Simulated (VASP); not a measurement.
# GaN (P6_3mc) in VASP: band structure with PBE

Aim: the band structure of GaN with PBE.

Program: VASP 6.6.1. These are calculated values, not measurements. Logs are shortened: lines on timing, memory, paths and dates and some standing lists are left out, and cuts for length are marked.

**Experimental background.**

From “Studying electronic properties in GaN without electrical contacts using γ-γ vs e−-γ Perturbed Angular Correlations”, 2019, pmc:6823545, for a bulk crystal of GaN: band gap 3.503 ± 0.005 eV (direct).

The runs below are set against these values where they give the same quantity.

## Step 1: The crystal as given

It takes space group P6_3mc (No. 186, hexagonal). Conventional cell: a = 3.247 Å, b = 3.247 Å, c = 5.282 Å, α = 90.00°, β = 90.00°, γ = 120.00°. Ga (site symmetry 3m) is surrounded by 4 N at 1.98 to 1.99 Å. N (site symmetry 3m) has 4 Ga at 1.98 to 1.99 Å as nearest neighbours.

## Step 2: Band structure, PBE

Contents of INCAR:

```
  PREC = Accurate
  ENCUT = 520
  EDIFF = 1E-7
  ISMEAR = 0
  SIGMA = 0.02
  LREAL = False
  LASPH = True
  NELM = 80
  ALGO = Normal
  ISIF = 2
  LWAVE = False
  LCHARG = False
  GGA = PE
  NBANDS = 16
```

Contents of KPOINTS:

```
regular mesh
0
Gamma
  12 12 6
```

Contents of POSCAR:

```
GaN                                     
1.0
    3.2473906204     -0.0000000000      0.0000000000
   -1.6236953102      2.8123227690      0.0000000000
    0.0000000000      0.0000000000      5.2815514519
  Ga              N             
     2     2
Direct
     0.3333333300000021    0.6666666699999979    0.9989577044166746
     0.6666666699999979    0.3333333300000021    0.4989577044166746
     0.3333333300000021    0.6666666699999979    0.3760422955833254
     0.6666666699999979    0.3333333300000021    0.8760422955833254
```

Contents of KPOINTS_OPT:

```
path GMKGALHA,LM,KH
15
line-mode
reciprocal
 0.0000000000  0.0000000000  0.0000000000  G
 0.5000000000  0.0000000000  0.0000000000  M

 0.5000000000  0.0000000000  0.0000000000  M
 0.3333333333  0.3333333333  0.0000000000  K

 0.3333333333  0.3333333333  0.0000000000  K
 0.0000000000  0.0000000000  0.0000000000  G

 0.0000000000  0.0000000000  0.0000000000  G
 0.0000000000  0.0000000000  0.5000000000  A

 0.0000000000  0.0000000000  0.5000000000  A
 0.5000000000  0.0000000000  0.5000000000  L

 0.5000000000  0.0000000000  0.5000000000  L
 0.3333333333  0.3333333333  0.5000000000  H

 0.3333333333  0.3333333333  0.5000000000  H
 0.0000000000  0.0000000000  0.5000000000  A

 0.5000000000  0.0000000000  0.5000000000  L
 0.5000000000  0.0000000000  0.0000000000  M

 0.3333333333  0.3333333333  0.0000000000  K
 0.3333333333  0.3333333333  0.5000000000  H
```

Potentials or basis: VASP PAW PBE potentials, release 64 (Ga, N).

Launch:

```console
$ cat potpaw_PBE.64/Ga/POTCAR potpaw_PBE.64/N/POTCAR > POTCAR
$ mpirun -np 1 vasp_std > vasp.out
```

OUTCAR:

```text
PREC = Accurate
   ENCUT = 520
   EDIFF = 1E-7
   ISMEAR = 0
   LREAL = False
   LASPH = True
   NELM = 80
   ISIF = 2
   GGA = PE

 ion  position               nearest neighbor table
   1  0.333  0.667  0.999-   4 1.98   4 1.98   4 1.98   3 1.99   2 3.24   2 3.24   2 3.24   2 3.24
                             2 3.24   2 3.24
   2  0.667  0.333  0.499-   3 1.98   3 1.98   3 1.98   4 1.99   1 3.24   1 3.24   1 3.24   1 3.24
                             1 3.24   1 3.24
   3  0.333  0.667  0.376-   2 1.98   2 1.98   2 1.98   1 1.99
   4  0.667  0.333  0.876-   1 1.98   1 1.98   1 1.98   2 1.99

  LATTYP: Found a hexagonal cell.
 ALAT       =     3.2473906204
 C/A-ratio  =     1.6263985671

  Lattice vectors:

 A1 = (   3.2473906204,   0.0000000000,   0.0000000000)
 A2 = (  -1.6236953102,   2.8123227690,   0.0000000000)
 A3 = (   0.0000000000,   0.0000000000,   5.2815514519)

Analysis of symmetry for initial positions (statically):
=====================================================================
 Subroutine PRICEL returns:
 Original cell was already a primitive cell.

 Routine SETGRP: Setting up the symmetry group for a
 hexagonal supercell.

 Subroutine GETGRP returns: Found 12 space group operations
 (whereof  6 operations were pure point group operations)
 out of a pool of 24 trial point group operations.

The static configuration has the point symmetry C_3v.
 The point group associated with its full space group is C_6v.

Analysis of symmetry for dynamics (positions and initial velocities):
=====================================================================
 Subroutine PRICEL returns:
 Original cell was already a primitive cell.

 Routine SETGRP: Setting up the symmetry group for a
 hexagonal supercell.

 Subroutine GETGRP returns: Found 12 space group operations
 (whereof  6 operations were pure point group operations)
 out of a pool of 24 trial point group operations.

The dynamic configuration has the point symmetry C_3v.
 The point group associated with its full space group is C_6v.

 Subroutine INISYM returns: Found 12 space group operations
 (whereof  6 operations are pure point group operations),
 and found     1 'primitive' translations

----------------------------------------------------------------------------------------

                                     Primitive cell

  volume of cell :      48.2349

  direct lattice vectors                    reciprocal lattice vectors
     3.247390620  0.000000000  0.000000000     0.307939548  0.177788981  0.000000000
    -1.623695310  2.812322769  0.000000000     0.000000000  0.355577962  0.000000000
     0.000000000  0.000000000  5.281551452     0.000000000  0.000000000  0.189338305

  length of vectors
     3.247390620  3.247390617  5.281551452     0.355577962  0.355577962  0.189338305

  position of ions in fractional coordinates (direct lattice)
     0.333333330  0.666666670  0.998957704
     0.666666670  0.333333330  0.498957704
     0.333333330  0.666666670  0.376042296
     0.666666670  0.333333330  0.876042296

  ion indices of the primitive-cell ions
   primitive index   ion index
                 1           1
                 2           2
                 3           3
                 4           4

----------------------------------------------------------------------------------------

 KPOINTS: regular mesh

Automatic generation of k-mesh.
 Grid dimensions read from file:
 generate k-points for:   12   12    6

 Generating k-lattice:

  Cartesian coordinates                     Fractional coordinates (reciprocal lattice)
     0.025661629  0.014815748  0.000000000     0.083333333  0.000000000  0.000000000
     0.000000000  0.029631497  0.000000000     0.000000000  0.083333333  0.000000000
     0.000000000  0.000000000  0.031556384     0.000000000  0.000000000  0.166666667

  Length of vectors
     0.029631497  0.029631497  0.031556384

  Shift w.r.t. Gamma in fractional coordinates (k-lattice)
     0.000000000  0.000000000  0.000000000

 Subroutine IBZKPT returns following result:
 ===========================================

 Found     76 irreducible k-points:

 Following reciprocal coordinates:
            Coordinates               Weight
  0.000000  0.000000  0.000000      1.000000
  0.083333 -0.000000  0.000000      6.000000
  0.166667 -0.000000  0.000000      6.000000
  0.250000 -0.000000  0.000000      6.000000
  0.333333 -0.000000  0.000000      6.000000
  0.416667 -0.000000  0.000000      6.000000
[... 16 lines left out ...]
  0.250000 -0.000000  0.166667     12.000000
  0.333333 -0.000000  0.166667     12.000000
 [... further k-points ...]
   k-points           NKPTS =     76   k-points in BZ     NKDIM =     76   number of bands    NBANDS=     16
   number of dos      NEDOS =    301   number of ions     NIONS =      4
   total plane-waves  NPLWV =  23040
   dimension x,y,z NGX =    24 NGY =   24 NGZ =   40
   dimension x,y,z NGXF=    48 NGYF=   48 NGZF=   80
   ions per type =               2   2
   NGX,Y,Z   is equivalent  to a cutoff of  12.29, 12.29, 12.59 a.u.
   NGXF,Y,Z  is equivalent  to a cutoff of  24.57, 24.57, 25.18 a.u.
 SYSTEM =  unknown system
   PREC   = accura    normal or accurate (medium, high low for compatibility)
   ISTART =      0    job   : 0-new  1-cont  2-samecut
   ICHARG =      2    charge: 1-file 2-atom 10-const
   ISPIN  =      1    spin polarized calculation?
   LNONCOLLINEAR =      F non collinear calculations
   LSORBIT =      F    spin-orbit coupling
   LASPH  =      T    aspherical Exc in radial PAW
   ENCUT  =  520.0 eV  38.22 Ry    6.18 a.u.   6.04  6.04  9.82*2*pi/ulx,y,z
   NELM   =     80;   NELMIN=  2; NELMDL= -5     # of ELM steps
   EDIFF  = 0.1E-06   stopping-criterion for ELM
   LREAL  =      F    real-space projection
   EDIFFG = 0.1E-05   stopping-criterion for IOM
   NSW    =      0    number of steps for IOM
   IBRION =     -1    ionic relax: 0-MD 1-quasi-New 2-CG
   NFREE  =      0    steps in history (QN), initial steepest desc. (CG)
   ISIF   =      2    stress and relaxation
   ISYM   =      2    0-nonsym 1-usesym 2-fastsym
   POTIM  = 0.5000    time-step for ionic-motion
   TEBEG  =    0.0;   TEEND  =   0.0 temperature during run
   PSTRESS=    0.0 pullay stress
   NELECT =      16.0000    total number of electrons
   NUPDOWN=      -1.0000    fix difference up-down
   EMIN   =  10.00;   EMAX   =-10.00  energy-range for DOS
   EFERMI =   0.00;   METHOD = LEGACY
   ISMEAR =     0;   SIGMA  =   0.02  broadening in eV -4-tet -1-fermi 0-gaus
   EFERMI_NEDOS =   21; number of points for ismear=-14 and -15
   IALGO  =     38    algorithm
   IMIX   =      4    mixing-type and parameters
     AMIX     =   0.40;   BMIX     =  1.00
     AMIX_MAG =   1.60;   BMIX_MAG =  1.00
  volume/ion in A,a.u.               =      12.06        81.38
  Fermi-wavevector in a.u.,A,eV,Ry     =   1.133255  2.141542 17.473521  1.284268
  Thomas-Fermi vector in A             =   2.269958
   LORBIT       =      0    0 simple, 1 ext, 2 COOP (PROOUT), +10 PAW based schemes
   GGA     = PE    functional components
   LHFCALC =     F    Hartree Fock is set to
   AEXX    =    0.0000 exact exchange contribution
   IVDW    =     0    specifies the selected vdW correction
   LEPSILON=     F    determine dielectric tensor
   LRPA    =     F    only Hartree local field effects (RPA)
 non-spin polarized calculation
 Gauss-broadening in eV      SIGMA  =   0.02
  energy-cutoff  :      520.00
  volume of cell :       48.23
 maximum number of plane-waves:      1320
   NGX = 13   NGY = 13   NGZ = 19

 number of electron      16.0000002 magnetization

 Free energy of the ion-electron system (eV)
  ---------------------------------------------------
  ext. energy  EPLUGINS =         0.00000000
  ---------------------------------------------------
  free energy    TOTEN  =       -24.34254611 eV

  energy without entropy =      -24.34254611  energy(sigma->0) =      -24.34254611

 E-fermi :   2.6854     XC(G=0): -10.6199

 val. band max:        2.5259647543   @ k =   0.0000   0.0000   0.0000
 cond. band min:       4.1566460776   @ k =   0.0000   0.0000   0.0000
 fundamental gap:      1.6306813233
 Fermi energy:         2.6854281485

 k-point     1 :       0.0000    0.0000    0.0000
  band No.  band energies     occupation
      1     -12.9328      2.00000
      2     -10.7790      2.00000
      3      -4.1003      2.00000
      4       1.5694      2.00000
      5       1.5694      2.00000
      6       2.5073      2.00000
[... 8 lines left out ...]
     15      13.9170      0.00000
     16      13.9170      0.00000

 k-point     2 :       0.0833   -0.0000    0.0000
  band No.  band energies     occupation
      1     -12.8442      2.00000
      2     -10.7212      2.00000
      3      -4.0083      2.00000
      4       1.0640      2.00000
      5       1.4344      2.00000
      6       1.8605      2.00000
[... 8 lines left out ...]
     15      13.5776      0.00000
     16      14.0606      0.00000

 k-point     3 :       0.1667   -0.0000    0.0000
  band No.  band energies     occupation
      1     -12.5846      2.00000
      2     -10.5612      2.00000
      3      -3.7439      2.00000
      4      -0.0638      2.00000
      5       0.7659      2.00000
      6       1.0997      2.00000
[... 8 lines left out ...]
     15      13.6059      0.00000
     16      14.3989      0.00000

 k-point     4 :       0.2500   -0.0000    0.0000
  band No.  band energies     occupation
      1     -12.1750      2.00000
      2     -10.3428      2.00000
      3      -3.3620      2.00000
      4      -1.2670      2.00000
      5      -0.3423      2.00000
      6       0.6983      2.00000
[... 8 lines left out ...]
     15      13.6942      0.00000
     16      14.8449      0.00000
[... 324 lines left out ...]
 k-point    22 :       0.1667   -0.0000    0.1667
  band No.  band energies     occupation
      1     -12.4870      2.00000
      2     -10.7616      2.00000
      3      -3.3985      2.00000
      4       0.0172      2.00000
      5       0.4736      2.00000
      6       1.1725      2.00000
[... 8 lines left out ...]
     15      13.2106      0.00000
     16      14.2067      0.00000

 k-point    23 :       0.2500   -0.0000    0.1667
  band No.  band energies     occupation
      1     -12.0835      2.00000
      2     -10.5155      2.00000
      3      -3.1447      2.00000
      4      -1.1189      2.00000
      5      -0.5400      2.00000
      6       0.7790      2.00000
[... 8 lines left out ...]
     15      13.3417      0.00000
     16      14.6929      0.00000

 k-point    24 :       0.3333   -0.0000    0.1667
  band No.  band energies     occupation
      1     -11.5821      2.00000
      2     -10.2802      2.00000
      3      -3.1900      2.00000
      4      -1.9209      2.00000
      5      -1.2537      2.00000
      6       0.4274      2.00000
[... 8 lines left out ...]
     15      13.5919      0.00000
     16      15.2458      0.00000

 [... further k-points ...]

------------------------ aborting loop because EDIFF is reached ----------------------------------------

  FORCE on cell =-STRESS in cart. coord.  units (eV):
  Direction    XX          YY          ZZ          XY          YZ          ZX
  --------------------------------------------------------------------------------------
  -------------------------------------------------------------------------------------
  Total        0.0094898      0.0094898      0.0073564      0.0000000      0.0000000     -0.0000000
  in kB        0.3152156      0.3152156      0.2443528      0.0000000      0.0000000     -0.0000000
  external PRESSURE =       0.2915947 kB  Pullay stress =       0.0000000 kB

 VOLUME and BASIS-vectors are now :
 -----------------------------------------------------------------------------
  energy-cutoff  :      520.00
  volume of cell :       48.23
      direct lattice vectors                 reciprocal lattice vectors
     3.247390620  0.000000000  0.000000000     0.307939548  0.177788981  0.000000000
    -1.623695310  2.812322769  0.000000000     0.000000000  0.355577962  0.000000000
     0.000000000  0.000000000  5.281551452     0.000000000  0.000000000  0.189338305

 POSITION                                       TOTAL-FORCE (eV/Angst)
 -----------------------------------------------------------------------------------
     -0.00000      1.87488      5.27605        -0.000000      0.000000      0.000315
      1.62370      0.93744      2.63527        -0.000000     -0.000000      0.000315
     -0.00000      1.87488      1.98609         0.000000     -0.000000     -0.000315
      1.62370      0.93744      4.62686         0.000000      0.000000     -0.000315
 -----------------------------------------------------------------------------------
    total drift:                               -0.000010      0.000006      0.000050

  FREE ENERGIE OF THE ION-ELECTRON SYSTEM (eV)
  ---------------------------------------------------
  free  energy   TOTEN  =       -24.3425461112 eV

  energy  without entropy=      -24.3425461112  energy(sigma->0) =      -24.34254611
```

Run time: 64 s. Hardware: 1 thread of Intel Xeon Platinum 8259CL at 2.50GHz (Skylake/Cascade Lake), shared host; peak memory 0.23 GiB.

What came out:

```
Free energy             : -24.3425 eV
Pressure                : 0.0 GPa
Band gap on the k mesh  : 1.63 eV, direct
Band gap along the path : 1.63 eV, direct
```

Levels at the corners of the path, in eV from the valence-band top:
| point | band 5 | band 6 | band 7 | band 8 | band 9 | band 10 | band 11 | band 12 |
| --- | --- | --- | --- | --- | --- | --- | --- | --- |
| Γ | -0.96 | -0.02 | 0.00 | 0.00 | 1.63 | 3.98 | 8.95 | 9.68 |
| M | -3.91 | -2.51 | -2.03 | -0.91 | 4.98 | 5.30 | 6.01 | 8.24 |
| M | -3.91 | -2.51 | -2.03 | -0.91 | 4.98 | 5.30 | 6.01 | 8.24 |
| K | -4.88 | -2.76 | -2.76 | -2.54 | 5.26 | 7.42 | 7.42 | 8.26 |
| K | -4.88 | -2.76 | -2.76 | -2.54 | 5.26 | 7.42 | 7.42 | 8.26 |
| Γ | -0.96 | -0.02 | 0.00 | 0.00 | 1.63 | 3.98 | 8.95 | 9.68 |
| Γ | -0.96 | -0.02 | 0.00 | 0.00 | 1.63 | 3.98 | 8.95 | 9.68 |
| A | -0.49 | -0.49 | -0.49 | -0.49 | 3.98 | 3.98 | 8.27 | 8.27 |
| A | -0.49 | -0.49 | -0.49 | -0.49 | 3.98 | 3.98 | 8.27 | 8.27 |
| L | -1.78 | -1.78 | -1.75 | -1.75 | 4.30 | 4.30 | 7.53 | 7.53 |
| L | -1.78 | -1.78 | -1.75 | -1.75 | 4.30 | 4.30 | 7.53 | 7.53 |
| H | -3.90 | -3.90 | -1.33 | -1.33 | 6.18 | 6.18 | 7.26 | 7.26 |
| H | -3.90 | -3.90 | -1.33 | -1.33 | 6.18 | 6.18 | 7.26 | 7.26 |
| A | -0.49 | -0.49 | -0.49 | -0.49 | 3.98 | 3.98 | 8.27 | 8.27 |
| L | -1.78 | -1.78 | -1.75 | -1.75 | 4.30 | 4.30 | 7.53 | 7.53 |
| M | -3.91 | -2.51 | -2.03 | -0.91 | 4.98 | 5.30 | 6.01 | 8.24 |
| K | -4.88 | -2.76 | -2.76 | -2.54 | 5.26 | 7.42 | 7.42 | 8.26 |
| H | -3.90 | -3.90 | -1.33 | -1.33 | 6.18 | 6.18 | 7.26 | 7.26 |

## Step 3: Against experiment

Step 2. A measured gap of GaN is 3.503 eV (direct; quoted in “Studying electronic properties in GaN without electrical contacts using γ-γ vs e−-γ Perturbed Angular Correlations”, 2019, pmc:6823545); the calculated 1.63 eV misses it by -1.87 eV. So large a miss can be the level of theory's own, or it may mean another phase, state or a wrong row. Spin-orbit coupling on Ga is left out. The value is that of PBE, without temperature or zero-point motion. Semilocal functionals fall short of measured gaps as a rule.
